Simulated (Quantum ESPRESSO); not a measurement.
# Pd: phonon dispersion with PBE

Pd:

```
CELL_PARAMETERS angstrom
0.00000 1.94650 1.94650
1.94650 0.00000 1.94650
1.94650 1.94650 0.00000
ATOMIC_POSITIONS crystal
Pd 0.00000 0.00000 0.00000
```

```yaml
Program: Quantum ESPRESSO 7.5
Task: phonon dispersion
Functional: PBE
Potentials_or_basis: GBRV 1.5 PBE
Cutoff: 612 eV
Density_cutoff: 4898 eV
k_mesh: 12 × 12 × 12
Occupations: cold, width 0.2 eV
Spin: no spin polarisation
Mixing_beta: 0.5
Most_SCF_iterations: 120
SCF_threshold: 2e-10 Ry
q_mesh: 3 × 3 × 3
```

The relaxed volume is 15.31 Å³/atom, the relaxed cell is a = 2.787 Å, b = 2.787 Å, c = 2.787 Å, α = 60.00°, β = 60.00°, γ = 60.00° and the space group after relaxing (to 0.05 Å) is Fm-3m (No. 225). The pressure after relaxing is 0.0 GPa and the band gap on the k mesh is none (metal or under the smearing width). The highest phonon frequency is 217 cm⁻¹ and the zero-point energy is 0.027 eV/atom.

The path:
```
step  energy change (eV)  largest force (eV/Å)  pressure (GPa)  volume (Å³)
   1              0.0000                0.0000            7.07        14.75
   2             -0.0119                0.0000            0.28        15.29
   3             -0.0119                0.0000            0.01        15.31
   4             -0.0119                0.0000            0.00        15.31
```

Final structure:
```yaml
crystal:
  lattice:
    - [0.00000, 1.97090, 1.97090]
    - [1.97090, 0.00000, 1.97090]
    - [1.97090, 1.97090, 0.00000]
  atoms:
    - { symbol: Pd, position: [0.00000, 0.00000, 0.00000] }
```

Levels at points of the mesh, in eV from the Fermi level:
```
             k point  band 4  band 5  band 6  band 7  band 8  band 9  band 10  band 11  band 12  band 13
  (0.00, 0.00, 0.00)   -6.85   -2.66   -2.66   -2.66   -1.15   -1.15    17.85    22.40    22.40    22.40
 (0.00, 0.00, -0.50)   -5.00   -2.70   -2.70   -0.01   -0.01    1.11     7.05    17.07    21.27    21.27
(0.00, -0.50, -0.50)   -5.06   -4.80   -0.04    0.28    0.28    3.38    10.42    13.22    13.22    21.07
```

Phonon frequencies in cm⁻¹ (negative: imaginary):
| q point | frequencies |
| --- | --- |
| (0.000, 0.000, 0.000) | 0 0 0 |
| (0.318, 0.000, 0.318) | 126 126 180 |
| (0.500, 0.150, 0.650) | 145 160 198 |
| (0.346, 0.346, 0.692) | 128 178 185 |
| (0.144, 0.144, 0.288) | 65 95 140 |
| (0.091, 0.091, 0.091) | 31 31 63 |
| (0.409, 0.409, 0.409) | 97 97 209 |
| (0.589, 0.321, 0.589) | 124 161 196 |
| (0.500, 0.275, 0.725) | 142 178 181 |
| (0.500, 0.450, 0.550) | 104 111 215 |
| (0.431, 0.431, 0.639) | 117 144 203 |
| (0.562, 0.125, 0.562) | 142 153 206 |

Phonon frequencies at the corners of the path (cm⁻¹, interpolated; i marks imaginary ones):
| point | frequencies |
| --- | --- |
| Γ | 0 0 0 |
| X | 145 145 211 |
| W | 144 179 179 |
| K | 133 170 193 |
| L | 101 101 217 |
| U | 133 170 193 |

Phonon states per cell in windows of 10 cm⁻¹ (negative: imaginary):
```csv
from (cm⁻¹),total
0,0.00
10,0.00
20,0.00
30,0.01
40,0.02
50,0.03
60,0.04
70,0.06
80,0.09
90,0.14
100,0.24
110,0.27
120,0.29
130,0.31
140,0.25
150,0.18
160,0.17
170,0.11
180,0.19
190,0.38
200,0.18
210,0.03
```

Harmonic thermodynamics per atom at this volume (zero-point energy 26.6 meV, Debye temperature from the second moment 276 K):
```tsv
T (K)	free energy (meV)	entropy (k_B)	heat capacity Cv (k_B)
50	26.2	0.39	0.96
100	22.2	1.48	2.12
200	1.5	3.19	2.73
298.15	-30.5	4.32	2.88
500	-119.8	5.83	2.95
800	-289.9	7.22	2.98
```

Wall time 20 min on 1 thread of Arm Neoverse V2 (shared host), peak memory 0.1 GiB.

Caveat: the q mesh is small, so phonon branches between its points and thermal values are rough.
